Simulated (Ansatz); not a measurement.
**Moving the functional in NbP**

```cif
data_structure
_symmetry_space_group_name_H-M 'I4_1md'
_symmetry_Int_Tables_number 109
_cell_length_a 3.3498
_cell_length_b 3.3498
_cell_length_c 11.4802
_cell_angle_alpha 90.000
_cell_angle_beta 90.000
_cell_angle_gamma 90.000
_cell_volume 128.82
loop_
_atom_site_label
_atom_site_type_symbol
_atom_site_symmetry_multiplicity
_atom_site_Wyckoff_symbol
_atom_site_fract_x
_atom_site_fract_y
_atom_site_fract_z
_atom_site_occupancy
Nb1 Nb 4 a 0.50000 0.00000 0.99988 1
P1 P 4 a 0.00000 0.50000 0.08275 1
```

The cell is a database's computed one, not the measured one.

Kept alike: task equation of state; k mesh 11 × 11 × 11; occupations fermi-dirac, width 0.05 eV; no spin polarisation. Program: Ansatz, Ansatz PAW. Cutoffs run from 420 to 500 eV. The mesh is that of the run's cell of 4 atoms. No spin-orbit coupling.

| run | volume (Å³/atom) | bulk modulus (GPa) |
| --- | --- | --- |
| A | 15.966 | 196.5 |
| B | 16.011 | 189.7 |
| C | 15.335 | 212.6 |

Volume and modulus come from cells scaled at fixed shape and fractions; off cubic symmetry such a modulus can lie above the relaxed one. All rows use potentials made for PBE.

Q: The runs differ in the functional (and the cutoff that goes with it) alone: LDA; PBE; r2SCAN. Which run is which?

A: Run A is r2SCAN; run B is PBE; run C is LDA. The volume runs from 15.335 (LDA) to 16.011 Å³/atom (PBE). From PBE: LDA -0.676; r2SCAN -0.045. The bulk modulus runs from 189.7 (PBE) to 212.6 GPa (LDA). From PBE: LDA +22.9; r2SCAN +6.8.

Across all three functionals the smaller equilibrium volume goes with the larger bulk modulus, as expected when the same Nb 4d-P 3p bonds are held at shorter length. LDA gives the most compact and stiffest NbP, its familiar overbinding. Gradient corrections favour the more inhomogeneous density of separated atoms over that of the solid, so PBE weakens the cohesion and expands the lattice.

r2SCAN does not fit a simple volume scaling. Its volume is almost that of PBE, yet its modulus is higher by 6.8 GPa, far more than the small contraction would give if the LDA-PBE slope held. This suggests that r2SCAN changes the curvature of the energy as well as the position of its minimum, probably through its different description of the covalent and metallic parts of the bonding.

The close agreement in volume between PBE and r2SCAN is not in itself evidence of accuracy, and similar equations of state do not guarantee similar band crossings near the Fermi level, on which the semimetal's topological character depends.
